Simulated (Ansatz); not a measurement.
# Cd: which structure wins at one pressure, part 2 of 2

Which of fcc, bcc, hcp, simple hexagonal, diamond, omega has the lowest enthalpy for Cd at one common pressure? Methods of the runs shown: LAPW. Companion runs by PAW are cited.

Ansatz 0.2.0; DFT PBE; a cell built from a prototype (fcc type), not taken from measurement. The steps go on from the part before.

### Step 5. Simple hexagonal relaxed under pressure, LAPW

The input, input.yaml:

```yaml
crystal:
  lattice:
    - [2.9446152171, 0.0, 0.0]
    - [-1.4723076086, 2.5501115824, 0.0]
    - [0.0, 0.0, 2.9648595553]
  atoms:
    - { symbol: Cd, position: [0.0, 0.0, 0.0] }
kpoints:
  mp_grid: { grid: [15, 15, 14] }
scf:
  occupations: { method: fermi_dirac, width: 0.05 }
hamiltonian:
  xc: pbe
  pseudopotentials: { kind: all_electron, lapw: { basis_error: 0.0005 } }
output:
  forces: true
  stress: true
  eigenvalues: true
relax:
  f_tol: 0.005
  max_steps: 12
  cell: { p_target: 6.1, stress_tol: 0.03 }
```

On the command line:

```console
> ansatz run input.yaml --threads 1 --pin off --max-ram 3584MiB --backend cpu --events-out ev --progress --plain --runs-dir out
```

The log of the run (excerpt; [...] marks lines left out):

```text
[...]
LAPW: plane waves up to 8.350 Å⁻¹, error target 5.0e-4 eV per atom; small_component_spin mean_spin; Cd in spheres of 1.428 Å, 20 of its electrons in bands, Dirac shells []
[...]
Pseudopotentials: kind: all_electron
Pseudopotential: Cd, LAPW, valence charge 20, Koelling and Harmon's equation, gaussian nucleus
Functional definition: PBE
[...]
Crystal: 1 atoms, lattice volume = 22.263 Å³
Basis set: ecut = 265.6388495603143 eV, 211 PW (Γ), exchange–correlation at level 2
Bands: 14, of which v1, the nominal top of the filled ones, is band 10 counted from 1 (9 counted from 0)
Symmetry: 24 space group operations
Space group: P6/mmm (ITA 191), of the structure as read, at distance tolerance 2.8e-5 Å
k-points: 216 of 3150
[...]
SCF iter   1: F=—  HF=-152235.378949 eV  |F-HF|=—  |Δ(HF+E_count)|=         —  Δρ=1.33e-2  dr2=3.67e-2  ethr=1.82e-4  ⟨swp⟩=3.1  Hψ=21484  notcnv=0
[...]
Fermi energy:    15.131460 eV
[...]
--- Forces (eV/Å), atoms counted from 1 ---
  atom   1  Cd    -0.00000000     0.00000000     0.00000000
[...]
--- Stress (GPa, compression-positive) ---
        6.097164      -0.000000      -0.000000
        0.000000       6.097164      -0.000000
       -0.000000      -0.000000       6.088805
  P = ⅓ Tr σ = 6.0944 GPa (60.944 kbar)
--- Band table (eV; the first three rows and the last of 216) ---
  k-point 0: bands = ["-87.8906", "-48.9279", "-48.9032", "-48.9032", "5.1399", "5.9498", "5.9498", "6.5167", "6.8329", "6.8329", "23.8809", "28.2926", "29.0433", "30.0467"]
[...]
--- Relaxed structure (1 steps of the walk, 1 accepted, 1 SCFs on fresh bases) ---
  F+E_penalty+E_count = -152235.32378542 eV   max|allowed force component| = 0.000e0 eV/Å   (the final SCF, on the basis selected at the relaxed cell)
  cell:  # Å, volume = 22.2634 Å³
    - [2.9446152171122226, 2.886749605699389e-11, 0.0]
    - [-1.4723076085811113, 2.5501115823749814, 0.0]
    - [0.0, 0.0, 2.9648595553]
  atoms:
    - { symbol: Cd, position: [0.0, 0.0, 0.0] }
```

Run time: 28 s. Hardware: 1 thread of Arm Neoverse V1, shared host; peak memory 0.41 GiB.

Step by step:

| step | energy from step 1 (eV/cell) | largest force component (eV/Å) | pressure (GPa) | volume (Å³) |
| --- | --- | --- | --- | --- |
| 1 | 0.0000 | 0.0000 | 6.09 | 22.26 |
| 2 | 0.0000 | 0.0000 | 6.09 | 22.26 |

Step 1 is the start. Step 2 repeats the geometry before on a plane-wave basis chosen anew for that cell, so the energy can jump there without any move; the table keeps such jumps.

| input's cell | before | after | change |
| --- | --- | --- | --- |
| a (Å) | 2.945 | 2.945 | -0.0 % |
| b (Å) | 2.945 | 2.945 | -0.0 % |
| c (Å) | 2.965 | 2.965 | -0.0 % |
| volume (Å³/atom) | 22.26 | 22.26 | -0.0 % |

Result: pressure 6.09 GPa; no gap.

### Step 6. Diamond relaxed under pressure, LAPW

The input, input.yaml:

```yaml
crystal:
  lattice:
    - [0.0, 3.1092335805, 3.1092335805]
    - [3.1092335805, 0.0, 3.1092335805]
    - [3.1092335805, 3.1092335805, 0.0]
  atoms:
    - { symbol: Cd, position: [-0.125, -0.125, -0.125] }
    - { symbol: Cd, position: [0.125, 0.125, 0.125] }
kpoints:
  mp_grid: { grid: [11, 11, 11] }
scf:
  occupations: { method: fermi_dirac, width: 0.05 }
hamiltonian:
  xc: pbe
  pseudopotentials: { kind: all_electron, lapw: { basis_error: 0.0005 } }
output:
  forces: true
  stress: true
  eigenvalues: true
relax:
  f_tol: 0.005
  max_steps: 12
  cell: { p_target: 6.1, stress_tol: 0.03 }
```

On the command line:

```console
> ansatz run input.yaml --threads 1 --pin off --max-ram 3584MiB --backend cpu --events-out ev --progress --plain --runs-dir out
```

The log of the run (excerpt; [...] marks lines left out):

```text
[...]
LAPW: plane waves up to 9.253 Å⁻¹, error target 5.0e-4 eV per atom; small_component_spin mean_spin; Cd in spheres of 1.306 Å, 30 of its electrons in bands, Dirac shells []
[...]
[... 1 set-up line as earlier in the session ...]
Pseudopotential: Cd, LAPW, valence charge 30, Koelling and Harmon's equation, gaussian nucleus
[... 1 set-up line as earlier in the session ...]
[...]
Crystal: 2 atoms, lattice volume = 60.116 Å³
Basis set: ecut = 326.2123643858839 eV, 821 PW (Γ), exchange–correlation at level 2
Bands: 36, of which v1, the nominal top of the filled ones, is band 30 counted from 1 (29 counted from 0)
[... 1 set-up line as earlier in the session ...]
Space group: Fd-3m (ITA 227), of the structure as read, at distance tolerance 3.9e-5 Å
k-points: 56 of 1331
[...]
SCF iter   1: F=—  HF=-304470.101156 eV  |F-HF|=—  |Δ(HF+E_count)|=         —  Δρ=1.14e-2  dr2=9.51e-2  ethr=1.58e-4  ⟨swp⟩=3.0  Hψ=12473  notcnv=0
[...]
E sigma→0 (E₀):  -304470.004845 eV
Entropy (-TS):   -0.006587 eV (-3.294 meV/atom)
Fermi energy:    10.182964 eV
[...]
--- Forces (eV/Å), atoms counted from 1 ---
  atom   1  Cd     0.00000000     0.00000000    -0.00000000
  atom   2  Cd     0.00000000     0.00000000    -0.00000000
[...]
--- Stress (GPa, compression-positive) ---
        6.115450      -0.000000       0.000000
       -0.000000       6.115450       0.000000
        0.000000       0.000000       6.115450
  P = ⅓ Tr σ = 6.1154 GPa (61.154 kbar)
--- Band table (eV; the first three rows and the last of 56) ---
[...]
--- Relaxed structure (1 steps of the walk, 1 accepted, 1 SCFs on fresh bases) ---
  F+E_penalty+E_count = -304470.00813833 eV   max|allowed force component| = 4.048e-18 eV/Å   (the final SCF, on the basis selected at the relaxed cell)
  cell:  # Å, volume = 60.1160 Å³
    - [0.0, 3.1092335805, 3.1092335805]
    - [3.1092335805, 0.0, 3.1092335805]
    - [3.1092335805, 3.1092335805, 0.0]
  atoms:
    - { symbol: Cd, position: [-0.125, -0.125, -0.125] }
    - { symbol: Cd, position: [0.125, 0.125, 0.125] }
```

Run time: 46 s. Hardware: 1 thread of Arm Neoverse V1, shared host; peak memory 0.46 GiB.

Step by step:

| step | energy from step 1 (eV/cell) | largest force component (eV/Å) | pressure (GPa) | volume (Å³) |
| --- | --- | --- | --- | --- |
| 1 | 0.0000 | 0.0000 | 6.12 | 60.12 |
| 2 | 0.0000 | 0.0000 | 6.12 | 60.12 |

Step 1 is the start. Step 2 repeats the geometry before on a plane-wave basis chosen anew for that cell, so the energy can jump there without any move; the table keeps such jumps.

| input's cell | before | after | change |
| --- | --- | --- | --- |
| a (Å) | 4.397 | 4.397 | -0.0 % |
| b (Å) | 4.397 | 4.397 | -0.0 % |
| c (Å) | 4.397 | 4.397 | -0.0 % |
| volume (Å³/atom) | 30.06 | 30.06 | -0.0 % |

In short: pressure 6.12 GPa; no gap.

### Step 7. Omega relaxed under pressure, LAPW

The input, input.yaml:

```yaml
crystal:
  lattice:
    - [4.9534823187, 0.0, 0.0]
    - [-2.4767411593, 4.2898415252, 0.0]
    - [0.0, 0.0, 2.9678339872]
  atoms:
    - { symbol: Cd, position: [0.0, 0.0, 0.0] }
    - { symbol: Cd, position: [0.3333333333, 0.6666666667, 0.5] }
    - { symbol: Cd, position: [0.6666666667, 0.3333333333, 0.5] }
kpoints:
  mp_grid: { grid: [8, 8, 10] }
scf:
  occupations: { method: fermi_dirac, width: 0.05 }
hamiltonian:
  xc: pbe
  pseudopotentials: { kind: all_electron, lapw: { basis_error: 0.0005 } }
output:
  forces: true
  stress: true
  eigenvalues: true
relax:
  f_tol: 0.005
  max_steps: 12
  cell: { p_target: 6.1, stress_tol: 0.03 }
```

On the command line:

```console
> ansatz run input.yaml --threads 1 --pin off --max-ram 3584MiB --backend cpu --events-out ev --progress --plain --runs-dir out
```

The log of the run (excerpt; [...] marks lines left out):

```text
[...]
LAPW: plane waves up to 8.637 Å⁻¹, error target 5.0e-4 eV per atom; small_component_spin mean_spin; Cd in spheres of 1.387 Å, 20 of its electrons in bands, Dirac shells []
[...]
[... 3 set-up lines as earlier in the session ...]
[...]
Crystal: 3 atoms, lattice volume = 63.065 Å³
Basis set: ecut = 284.2312646684235 eV, 669 PW (Γ), exchange–correlation at level 2
Bands: 36, of which v1, the nominal top of the filled ones, is band 30 counted from 1 (29 counted from 0)
[... 1 set-up line as earlier in the session ...]
Space group: P6/mmm (ITA 191), of the structure as read, at distance tolerance 4.0e-5 Å
k-points: 60 of 640
[...]
SCF iter   1: F=—  HF=-456706.179554 eV  |F-HF|=—  |Δ(HF+E_count)|=         —  Δρ=1.61e-2  dr2=1.48e-1  ethr=2.46e-4  ⟨swp⟩=3.1  Hψ=14409  notcnv=0
[...]
  atom   2  Cd     0.00000000    -0.00000000     0.00000000
  atom   3  Cd    -0.00000000     0.00000000     0.00000000
[...]
--- Stress (GPa, compression-positive) ---
        6.093436      -0.000000       0.000000
       -0.000000       6.093436       0.000000
        0.000000       0.000000       6.103527
  P = ⅓ Tr σ = 6.0968 GPa (60.968 kbar)
--- Band table (eV; the first three rows and the last of 60) ---
[...]
--- Relaxed structure (1 steps of the walk, 1 accepted, 1 SCFs on fresh bases) ---
  F+E_penalty+E_count = -456706.01774045 eV   max|allowed force component| = 8.866e-18 eV/Å   (the final SCF, on the basis selected at the relaxed cell)
  cell:  # Å, volume = 63.0654 Å³
    - [4.9534823187050545, -2.886748612384425e-11, 0.0]
    - [-2.4767411593275273, 4.289841525210056, 0.0]
    - [0.0, 0.0, 2.9678339872]
  atoms:
    - { symbol: Cd, position: [0.0, 0.0, 0.0] }
    - { symbol: Cd, position: [0.3333333333333333, 0.6666666666666666, 0.49999999999999994] }
    - { symbol: Cd, position: [0.6666666666666666, 0.3333333333333333, 0.49999999999999994] }
```

Wall time 65 s (1 thread of Arm Neoverse V1, shared host); peak memory 0.52 GiB.

Relaxation path:

| step | energy from step 1 (eV/cell) | largest force component (eV/Å) | pressure (GPa) | volume (Å³) |
| --- | --- | --- | --- | --- |
| 1 | 0.0000 | 0.0000 | 6.10 | 63.07 |
| 2 | 0.0000 | 0.0000 | 6.10 | 63.07 |

Step 1 is the start. Step 2 repeats the geometry before on a plane-wave basis chosen anew for that cell, so the energy can jump there without any move; the table keeps such jumps.

| input's cell | before | after | change |
| --- | --- | --- | --- |
| a (Å) | 4.953 | 4.953 | +0.0 % |
| b (Å) | 4.953 | 4.953 | +0.0 % |
| c (Å) | 2.968 | 2.968 | +0.0 % |
| volume (Å³/atom) | 21.02 | 21.02 | +0.0 % |

Result: pressure 6.10 GPa; no gap.

### Step 8. Side by side

Rows by PAW come from runs of the same series that aren't printed here.

Enthalpy per atom, H = F + pV at p = 6.1 GPa, from each method's lowest phase:

| method | start | space group, start → end | volume (Å³/atom) | pressure (GPa) | enthalpy (meV/atom) |
| --- | --- | --- | --- | --- | --- |
| LAPW | fcc | Fm-3m → Fm-3m | 20.525 | 6.1 | 12.2 |
| LAPW | bcc | Im-3m → Im-3m | 20.853 | 6.1 | 73.2 |
| LAPW | hcp | P6_3/mmc → P6_3/mmc | 20.342 | 6.1 | 0.0 |
| LAPW | simple hexagonal | P6/mmm → P6/mmm | 22.263 | 6.1 | 150.7 |
| LAPW | diamond | Fd-3m → Fd-3m | 30.058 | 6.1 | 767.2 |
| LAPW | omega | P6/mmm → P6/mmm | 21.022 | 6.1 | 88.0 |
| PAW | fcc | Fm-3m → Fm-3m | 20.525 | 6.1 | 12.2 |
| PAW | bcc | Im-3m → Im-3m | 20.853 | 6.1 | 73.2 |
| PAW | hcp | P6_3/mmc → P6_3/mmc | 20.342 | 6.1 | 0.0 |
| PAW | simple hexagonal | P6/mmm → P6/mmm | 22.263 | 6.1 | 150.8 |
| PAW | diamond | Fd-3m → Fd-3m | 30.058 | 6.1 | 767.0 |
| PAW | omega | P6/mmm → P6/mmm | 21.022 | 6.1 | 88.0 |

### Step 9. What came out

What follows sums up all 2 parts.

| quantity | value |
| --- | --- |
| pressure | 6.1 GPa |
| lowest (LAPW) | hcp, 12.2 meV/atom under fcc |
| lowest (PAW) | hcp, 12.2 meV/atom under fcc |

By LAPW the order is hcp < fcc < bcc < omega < simple hexagonal < diamond. By PAW the order is hcp < fcc < bcc < omega < simple hexagonal < diamond. The methods agree on the lowest phase. Only these structures were tried, with electrons smeared by 0.05 eV and without vibrations, so the true ground state may be another. The k meshes differ between phases and weren't tested, which can move differences by some meV.
